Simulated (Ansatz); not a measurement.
# ZnSe (Stilleite) (F-43m) in Ansatz: convergence with xc grid

Aim: find how far xc grid must go before the results for ZnSe (Stilleite) settle, at LDA. This setting moves, with any that are tied to it; all else stays.

Everything below comes from runs of Ansatz 0.2.0. Logs are shortened: lines on timing, memory, paths and dates and some standing lists are left out, and cuts for length are marked.

### 1 The structure

The structure is cubic, space group F-43m (No. 216). Conventional cell: a = 5.668 Å, b = 5.668 Å, c = 5.668 Å, α = 90.00°, β = 90.00°, γ = 90.00°. Se (site symmetry -43m) has 4 Zn at 2.45 Å as nearest neighbours. Zn (site symmetry -43m) is surrounded by 4 Se at 2.45 Å.

### 2 With xc grid 1

input.yaml

```yaml
crystal:
  lattice:
    - [0.0, 2.8338, 2.8338]
    - [2.8338, 0.0, 2.8338]
    - [2.8338, 2.8338, 0.0]
  atoms:
    - { symbol: Se, position: [0.75, 0.75, 0.75] }
    - { symbol: Zn, position: [0.0, 0.0, 0.0] }
kpoints:
  mp_grid: { grid: [8, 8, 8] }
scf:
  occupations: { method: fermi_dirac, width: 0.05 }
hamiltonian:
  xc: lda
  pseudopotentials: { kind: all_electron, lapw: { basis_error: 0.001 } }
output:
  forces: true
  stress: true
  eigenvalues: true
basis:
  xc_grid: 1
```

Potentials or basis: all-electron LAPW, scalar-relativistic.

Started as:

```sh
$ ansatz run input.yaml --threads 1 --pin off --max-ram 3072MiB --backend cpu --events-out ev --progress --plain --runs-dir out
```

It took 23 s on 1 thread of Intel Xeon at 2.50GHz (Skylake/Cascade Lake), shared host; peak memory 0.32 GiB.

Results:

```
Free energy            : -114841.6322 eV
Pressure               : -3.4 GPa
Band gap on the k mesh : 1.03 eV, direct
```

### 3 With xc grid 2

Changes to input.yaml since step 2:

```diff
@@ -20,2 +20,2 @@
 basis:
-  xc_grid: 1
+  xc_grid: 2
```

Potentials or basis: all-electron LAPW, scalar-relativistic.

Started as:

```sh
$ ansatz run input.yaml --threads 1 --pin off --max-ram 3072MiB --backend cpu --events-out ev --progress --plain --runs-dir out
```

Run time: 27 s. Hardware: 1 thread of Intel Xeon at 2.50GHz (Skylake/Cascade Lake), shared host; peak memory 0.31 GiB.

Results:

```yaml
Free_energy: -114841.6322 eV
Pressure: -3.4 GPa
Band_gap_on_the_k_mesh: 1.03 eV, direct
```

### 4 With xc grid 3

Changes to input.yaml since step 3:

```diff
@@ -20,2 +20,2 @@
 basis:
-  xc_grid: 2
+  xc_grid: 3
```

Started as:

```sh
$ ansatz run input.yaml --threads 1 --pin off --max-ram 3072MiB --backend cpu --events-out ev --progress --plain --runs-dir out
```

Wall time 25 s (1 thread of Intel Xeon at 2.50GHz (Skylake/Cascade Lake), shared host); peak memory 0.32 GiB.

Results (log left out):

```
Free energy            : -114841.6322 eV
Pressure               : -3.4 GPa
Band gap on the k mesh : 1.03 eV, direct
```

### 5 With xc grid 4

Changes to input.yaml since step 4:

```diff
@@ -20,2 +20,2 @@
 basis:
-  xc_grid: 3
+  xc_grid: 4
```

Potentials or basis: all-electron LAPW, scalar-relativistic.

Started as:

```sh
$ ansatz run input.yaml --threads 1 --pin off --max-ram 3072MiB --backend cpu --events-out ev --progress --plain --runs-dir out
```

The log of the run:

```text
Warning: RAYON_NUM_THREADS=1 ignored (pool sized by the plan → 1); use --threads N
LAPW: plane waves up to 9.038 Å⁻¹, error target 1.0e-3 eV per atom; small_component_spin mean_spin; Zn in spheres of 1.247 Å, 20 of its electrons in bands, Dirac shells []; Se in spheres of 1.207 Å, 24 of its electrons in bands, Dirac shells [] (how accurate: hamiltonian.pseudopotentials.lapw.basis_error, Limitations)
Engine: ansatz 0.2.0, x86_64-unknown-linux-gnu
Pseudopotentials: kind: all_electron
Pseudopotential: Se, LAPW, valence charge 24, lapw/all_electron/scalar/gaussian/Se, Koelling and Harmon's equation, gaussian nucleus
Pseudopotential: Zn, LAPW, valence charge 20, lapw/all_electron/scalar/gaussian/Zn, Koelling and Harmon's equation, gaussian nucleus
Functional definition: SPW92
  exchange = slater_x
  correlation = pw_c
Crystal: 2 atoms, lattice volume = 45.513 Å³
Basis set: ecut = 311.20817927719446 eV, 537 PW (Γ), exchange–correlation at level 4
Bands: 27, of which v1, the nominal top of the filled ones, is band 22 counted from 1 (21 counted from 0)
Symmetry: 24 space group operations
Space group: F-43m (ITA 216), of the structure as read, at distance tolerance 3.6e-5 Å
k-points: 29 of 512 (time reversal used)
Non-local potential: Se, projectors of the file, none
Non-local potential: Zn, projectors of the file, none
Initial density: superposition of atomic densities (chi_scale 0.1, normalization cell, long waves kept (reshape's long-wave potential 0.00 eV rms))
Initial wavefunctions: plane waves of lowest kinetic energy (no species holds an atomic orbital)
Functional: x = slater, c = lda
iter 1 solved again at ethr=1.46e-3 eV; its pass at ethr=1.00e-1 eV (dr2=6.43e-1 eV) is discarded
SCF iter   1: F=—  HF=-114841.942045 eV  |F-HF|=—  |Δ(HF+E_count)|=         —  Δρ=2.96e-2  dr2=6.44e-1  ethr=1.46e-3  ⟨swp⟩=2.0  Hψ=4933  notcnv=0
preconditioner: auto → none  [insulator: Δε(μ)=1.352 eV  Ē_g=12.145 eV  σ=0.050 eV  W_gap=1.00  n_scr=14 (ndim 8)  ℏωp=23.4 eV  f_vac=0.192  D(μ)=0.00/eV (n_scr^D=0)  ε∞_Penn≈4.7]
iter 2 solved again at ethr=7.23e-5 eV; its pass at ethr=1.46e-3 eV (dr2=3.18e-2 eV) is discarded
SCF iter   2: F=—  HF=-114841.725309 eV  |F-HF|=—  |Δ(HF+E_count)|=   2.17e-1  Δρ=9.35e-3  dr2=3.18e-2  ethr=7.23e-5  ⟨swp⟩=2.0  Hψ=4024  notcnv=0
SCF iter   3: F=—  HF=-114841.641917 eV  |F-HF|=—  |Δ(HF+E_count)|=   8.34e-2  Δρ=6.17e-3  dr2=1.37e-2  ethr=7.23e-5  ⟨swp⟩=3.0  Hψ=2552  notcnv=0
SCF iter   4: F=—  HF=-114841.632950 eV  |F-HF|=—  |Δ(HF+E_count)|=         —  Δρ=2.64e-3  dr2=2.55e-3  ethr=3.11e-5  ⟨swp⟩=2.0  Hψ=2231  notcnv=0
the basis was enlarged: its passes take 30.0 KiB over the memory plan, 1 of 1 planned eigensolver slots
SCF iter   5: F=—  HF=-114841.632234 eV  |F-HF|=—  |Δ(HF+E_count)|=   7.16e-4  Δρ=4.50e-4  dr2=5.13e-5  ethr=5.79e-6  ⟨swp⟩=2.0  Hψ=2231  notcnv=0
SCF iter   6: F=—  HF=-114841.632207 eV  |F-HF|=—  |Δ(HF+E_count)|=   2.74e-5  Δρ=5.77e-5  dr2=8.34e-7  ethr=1.17e-7  ⟨swp⟩=2.0  Hψ=2231  notcnv=0
SCF iter   7: F=-114841.632207 eV  HF=-114841.632207 eV  |F-HF|=2.91e-8  |Δ(HF+E_count)|=   9.63e-8  Δρ=5.74e-6  dr2=9.70e-9  ethr=1.90e-9  ⟨swp⟩=2.0  Hψ=2231  notcnv=0
SCF 1 converged in 7 iterations: F = -114841.632207 eV  dr2 = 9.70e-9
SCF converged after 7 iterations
Free energy (F): -114841.632207 eV
Harris-Foulkes:  -114841.632207 eV  (|F-HF|=2.91e-8)
Internal energy: -114841.632206 eV  (E = F + TS)
E sigma→0 (E₀):  -114841.632207 eV
Entropy (-TS):   -0.000000 eV (-0.000 meV/atom)
Fermi energy:    8.276619 eV
--- Per-component energies (eV) ---
  E_band       = -2247.591334
  E_kinetic    = 117258.120186
  E_xc         = -4184.917711
  E_electrostatic = -227914.834681  (all electrons and nuclei)
  E_smearing   = -0.000000  (= −TS)
  E_closure    = 0.000000  (closes the sum)
  E_atoms      = -114834.286494  (free atoms, spherical and without spin; not in F)
  Σ components = -114841.632207   (vs F -114841.632207, Δ=0.00e0)
  Basis errors (estimates in eV, not in F): energy 4.2e-4 per atom: plane waves 4.0e-4 (2.3e-4 summed), levels above the bands 6.7e-87, relativity 3.1e-9, radial functions 2.7e-5, core shells 6.2e-10; eigenvalues (radial functions only) 1.6e-6; not estimated: angular momenta, meshes, grids; target (lapw.basis_error) 1.0e-3; muffin-tin radii Zn 1.247 Å, Se 1.207 Å
--- Forces (eV/Å), atoms counted from 1 ---
  atom   1  Se    -0.00000000     0.00000000    -0.00000000
  atom   2  Zn     0.00000000    -0.00000000     0.00000000
  max |Σ_I F_I| component: 9.25e-18 eV/Å
--- Stress (GPa, compression-positive) ---
       -3.374097       0.000000      -0.000000
        0.000000      -3.374097       0.000000
       -0.000000       0.000000      -3.374097
  P = ⅓ Tr σ = -3.3741 GPa (-33.741 kbar)
--- Band table (eV; the first three rows and the last of 29) ---
  k-point 0: bands = ["-198.4867", "-138.5233", "-138.5233", "-138.5233", "-116.7019", "-71.3350", "-71.3350", "-71.3350", "-39.2829", "-39.2829", "-39.2829", "-39.2783", "-39.2783", "-5.5940", "1.0700", "1.0700", "1.0700", "1.4305", "1.4305", "7.7263", "7.7263", "7.7263", "8.7582", "13.4435", "13.4435", "13.4435", "17.3627"]
  k-point 1: bands = ["-198.4867", "-138.5233", "-138.5233", "-138.5233", "-116.7019", "-71.3350", "-71.3350", "-71.3350", "-39.2829", "-39.2829", "-39.2829", "-39.2782", "-39.2782", "-5.4933", "1.0769", "1.0856", "1.0856", "1.4291", "1.4291", "6.3432", "7.5729", "7.5729", "9.8061", "13.3535", "13.6977", "13.6977", "18.2543"]
  k-point 2: bands = ["-198.4867", "-138.5233", "-138.5233", "-138.5233", "-116.7019", "-71.3350", "-71.3350", "-71.3350", "-39.2829", "-39.2828", "-39.2828", "-39.2782", "-39.2782", "-5.2317", "1.1198", "1.1198", "1.1325", "1.4305", "1.4305", "4.6097", "7.2460", "7.2460", "10.2846", "14.0766", "14.0766", "14.1285", "18.1288"]
  k-point 28: bands = ["-198.4867", "-138.5233", "-138.5233", "-138.5233", "-116.7019", "-71.3350", "-71.3350", "-71.3350", "-39.2828", "-39.2828", "-39.2826", "-39.2783", "-39.2781", "-4.5321", "1.1860", "1.2706", "1.4005", "1.4006", "1.7312", "2.9797", "4.9287", "5.0324", "13.0735", "13.1709", "14.5358", "15.2930", "19.2425"]
```

Run time: 25 s. Hardware: 1 thread of Intel Xeon at 2.50GHz (Skylake/Cascade Lake), shared host; peak memory 0.32 GiB.

Results:

| Property | Result |
| --- | --- |
| Free energy | -114841.6322 eV |
| Pressure | -3.4 GPa |
| Band gap on the k mesh | 1.03 eV, direct |

### 6 Result

| xc grid | energy less the tightest run, at zero smearing (meV/atom) | SCF cycles | CPU time (s) | peak memory (GiB) |
| --- | --- | --- | --- | --- |
| 1 | 0.00 | 7 | 23 | 0.32 |
| 2 | 0.00 | 7 | 27 | 0.31 |
| 3 | 0.00 | 7 | 25 | 0.32 |
| 4 | 0.00 | 7 | 25 | 0.32 |

Against the tightest run, the energy stays within 1 meV/atom from 1 on. The tightest run that finished is the yardstick and may itself not be fully converged.
